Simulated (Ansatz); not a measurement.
**Data sheet: ZrO2 (DFT)**

ZrO2:
```cif
data_O4Zr2
_chemical_formula_sum 'Zr2 O4'
_space_group_name_H-M_alt 'P 1'
_space_group_IT_number 1
_cell_length_a 3.60134
_cell_length_b 3.60134
_cell_length_c 5.22807
_cell_angle_alpha 90.000
_cell_angle_beta 90.000
_cell_angle_gamma 90.000
loop_
_space_group_symop_operation_xyz
  'x, y, z'
loop_
_atom_site_label
_atom_site_type_symbol
_atom_site_fract_x
_atom_site_fract_y
_atom_site_fract_z
_atom_site_occupancy
Zr1 Zr 0.00000 0.00000 0.00000 1
Zr2 Zr 0.50000 0.50000 0.50000 1
O1 O 0.00000 0.50000 0.19679 1
O2 O 0.00000 0.50000 0.69679 1
O3 O 0.50000 0.00000 0.30321 1
O4 O 0.50000 0.00000 0.80321 1
```

Space group P4_2/nmc (No. 137); conventional cell a = b = 3.601 Å, c = 5.228 Å, α = β = γ = 90.00°.

Method: the program Ansatz at the r²SCAN level (PAW). Structure relaxed to zero pressure with the same functional. Other levels are named where they apply.

Cell and energy:

```json
{
 "volume_per_atom": "11.30 Å³",
 "density": "6.04 g/cm³",
 "Formation energy from the elements (no fitted shifts)": "-3.69 eV/atom"
}
```

Electronic structure:

```json
{
 "band_gap": "4.60 eV (indirect)",
 "valence_band_maximum": "on the M–Γ line, 55 % of the way from M",
 "conduction_band_minimum": "at Γ",
 "smallest_direct_gap_on_the_standard_path": "4.71 eV",
 "electron_effective_mass": "0.63, 0.63, 2.2 mₑ (principal values)",
 "Electron effective mass with spin–orbit coupling": "0.63, 0.63, 2.2 mₑ (principal values)",
 "hole_effective_mass": "0.70, 2.2, 10 mₑ (principal values)",
 "Hole effective mass with spin–orbit coupling": "0.70, 2.2, 8.9 mₑ (principal values)",
 "HSE06 gap on the r²SCAN cell": "5.71 eV",
 "Gap with spin–orbit coupling": "4.60 eV"
}
```

Mechanics:

```json
{
  "Bulk modulus (Birch–Murnaghan fit)": "179 GPa",
  "Pressure derivative B′": "5.9"
}
```

Charges:

```json
{
 "bader_charges": "Zr +2.70, O -1.35 e"
}
```

This is a known high-temperature phase of the composition, computed here at zero pressure and temperature. The r²SCAN relaxation kept the symmetry of its start; its stability against distortions is not shown here. The run is not spin-polarised. The references are the lowest solids computed at this level, not always the standard phases (solids in place of the gases). Scalar-relativistic: spin–orbit coupling is off unless named, which matters more the heavier the elements.

Potentials: the later of the program's two PAW sets.
